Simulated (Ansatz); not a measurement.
# Mg16HF32: the cost of one run

Program: Ansatz 0.2.0. Level of theory: DFT PBE, scalar-relativistic, plane waves, PAW. These are calculated values, not measurements.

3 further runs of the same task are left out: 3 set aside as unsound or not needed.

## (1) The structure to begin with

Symmetry: P4_2/mnm, No. 136, tetragonal system. The conventional cell has a = 4.698 Å, b = 4.698 Å, c = 3.093 Å, α = 90.00°, β = 90.00°, γ = 90.00°. Mg (site symmetry mmm) has 6 F at 2.02 Å as nearest neighbours. F (site symmetry m2m) has 3 Mg at 2.02 Å as nearest neighbours.

Structure file:

```
Mg F
1.0
     4.69758    0.00000    0.00000
     0.00000    4.69758    0.00000
     0.00000    0.00000    3.09299
Mg F
2 4
Direct
  0.50000 0.50000 0.50000
  0.00000 0.00000 0.00000
  0.69643 0.69643 0.00000
  0.80357 0.19643 0.50000
  0.30357 0.30357 0.00000
  0.19643 0.80357 0.50000
```

It goes back to an entry of the Materials Project, which need not be the stable form.

It is the result of an earlier relaxation at this level (volume 11.38 Å³/atom; gap on the mesh: 6.84 eV).

The host's static dielectric tensor, from an earlier linear-response run, has a mean of 5.63.

The perfect supercell (rows 1 1 2; 1 -1 -2; -1 1 -2 in vectors of this cell) comes from an earlier run at this level (48 atoms, E(σ→0) -56728.8846 eV, gap 7.36 eV on its own mesh).

## (2) Making the defect

The extra atom is put at (0.250, 0.938, 0.188) of the supercell, the middle of a void of radius 1.87 Å. The other atoms start on their ideal sites. Its neighbours are 4 F at 1.87 Å.

## (3) Charge state 0

The input, input.yaml:

```yaml
crystal:
  lattice:
    - [4.6975810625, 4.6975810625, 6.1859837714]
    - [4.6975810625, -4.6975810625, -6.1859837714]
    - [-4.6975810625, 4.6975810625, -6.1859837714]
  atoms:
    - { symbol: Mg, position: [0.5, 0.875, 0.875] }
    - { symbol: Mg, position: [0.5, 0.625, 0.625] }
    - { symbol: Mg, position: [0.5, 0.375, 0.375] }
    - { symbol: Mg, position: [0.5, 0.125, 0.125] }
    - { symbol: Mg, position: [0.0, 0.375, 0.875] }
    - { symbol: Mg, position: [0.0, 0.125, 0.625] }
    - { symbol: Mg, position: [0.0, 0.875, 0.375] }
    - { symbol: Mg, position: [0.0, 0.625, 0.125] }
    - { symbol: Mg, position: [0.5, 0.0, 0.5] }
    - { symbol: Mg, position: [0.5, 0.75, 0.25] }
    - { symbol: Mg, position: [0.5, 0.5, 0.0] }
    - { symbol: Mg, position: [0.5, 0.25, 0.75] }
    - { symbol: Mg, position: [0.0, 0.5, 0.5] }
    - { symbol: Mg, position: [0.0, 0.25, 0.25] }
    - { symbol: Mg, position: [0.0, 0.0, 0.0] }
    - { symbol: Mg, position: [0.0, 0.75, 0.75] }
    - { symbol: F, position: [0.6964323167, 0.0982161583, 0.0982161583] }
    - { symbol: F, position: [0.6964323167, 0.8482161583, 0.8482161583] }
    - { symbol: F, position: [0.6964323167, 0.5982161583, 0.5982161583] }
    - { symbol: F, position: [0.6964323167, 0.3482161583, 0.3482161583] }
    - { symbol: F, position: [0.1964323167, 0.5982161583, 0.0982161583] }
    - { symbol: F, position: [0.1964323167, 0.3482161583, 0.8482161583] }
    - { symbol: F, position: [0.1964323167, 0.0982161583, 0.5982161583] }
    - { symbol: F, position: [0.1964323167, 0.8482161583, 0.3482161583], spin: 0.2 }
    - { symbol: F, position: [0.5, 0.0267838417, 0.7232161583] }
    - { symbol: F, position: [0.5, 0.7767838417, 0.4732161583] }
    - { symbol: F, position: [0.5, 0.5267838417, 0.2232161583] }
    - { symbol: F, position: [0.5, 0.2767838417, 0.9732161583] }
    - { symbol: F, position: [0.0, 0.5267838417, 0.7232161583] }
    - { symbol: F, position: [0.0, 0.2767838417, 0.4732161583] }
    - { symbol: F, position: [0.0, 0.0267838417, 0.2232161583] }
    - { symbol: F, position: [0.0, 0.7767838417, 0.9732161583], spin: 0.2 }
    - { symbol: F, position: [0.3035676833, 0.9017838417, 0.9017838417] }
    - { symbol: F, position: [0.3035676833, 0.6517838417, 0.6517838417] }
    - { symbol: F, position: [0.3035676833, 0.4017838417, 0.4017838417] }
    - { symbol: F, position: [0.3035676833, 0.1517838417, 0.1517838417], spin: 0.2 }
    - { symbol: F, position: [0.8035676833, 0.4017838417, 0.9017838417] }
    - { symbol: F, position: [0.8035676833, 0.1517838417, 0.6517838417] }
    - { symbol: F, position: [0.8035676833, 0.9017838417, 0.4017838417] }
    - { symbol: F, position: [0.8035676833, 0.6517838417, 0.1517838417] }
    - { symbol: F, position: [0.5, 0.7232161583, 0.0267838417] }
    - { symbol: F, position: [0.5, 0.4732161583, 0.7767838417] }
    - { symbol: F, position: [0.5, 0.2232161583, 0.5267838417] }
    - { symbol: F, position: [0.5, 0.9732161583, 0.2767838417], spin: 0.2 }
    - { symbol: F, position: [0.0, 0.2232161583, 0.0267838417] }
    - { symbol: F, position: [0.0, 0.9732161583, 0.7767838417] }
    - { symbol: F, position: [0.0, 0.7232161583, 0.5267838417] }
    - { symbol: F, position: [0.0, 0.4732161583, 0.2767838417] }
    - { symbol: H, position: [0.25, 0.9375, 0.1875], spin: 0.2 }
  host:
    lattice:
      - [4.6975810625, 0.0, 0.0]
      - [0.0, 4.6975810625, 0.0]
      - [0.0, 0.0, 3.0929918857]
    atoms:
      - { symbol: Mg, position: [0.5, 0.5, 0.5] }
      - { symbol: Mg, position: [0.0, 0.0, 0.0] }
      - { symbol: F, position: [0.6964323167, 0.6964323167, 0.0] }
      - { symbol: F, position: [0.8035676833, 0.1964323167, 0.5] }
      - { symbol: F, position: [0.3035676833, 0.3035676833, 0.0] }
      - { symbol: F, position: [0.1964323167, 0.8035676833, 0.5] }
basis:
  ecutwfc: 420
  xc_grid: 2
kpoints:
  mp_grid: { grid: [2, 2, 2], shift: [0.5, 0.5, 0.5] }
hamiltonian:
  xc: pbe
scf:
  occupations: { method: gaussian, width: 0.01 }
output:
  forces: true
  stress: false
  eigenvalues: true
  populations: true
  charged_corrections:
    defect_position: [0.25, 0.9375, 0.1875]
    epsilon: [[5.8973, 0.0, 0.0], [0.0, 5.8973, 0.0], [0.0, 0.0, 5.1002]]
  write_density: true
  write_potential: true
  elf: true
  volumetric_format: npy
magnetization:
  spin_polarized: true
relax:
  adjacent_minimum: "off"
  f_tol: 0.025
  max_steps: 45
```

On the command line:

```sh
$ ansatz run input.yaml --threads 4 --pin off --max-ram 6144MiB --backend cpu --events-out ev --progress --plain --runs-dir out
```

**Question.** How long does this run take on 4 threads of AMD EPYC 7R43 (Zen 3), shared host, and how much memory does it need?

About 5 min, with a peak of 2.8 GiB.
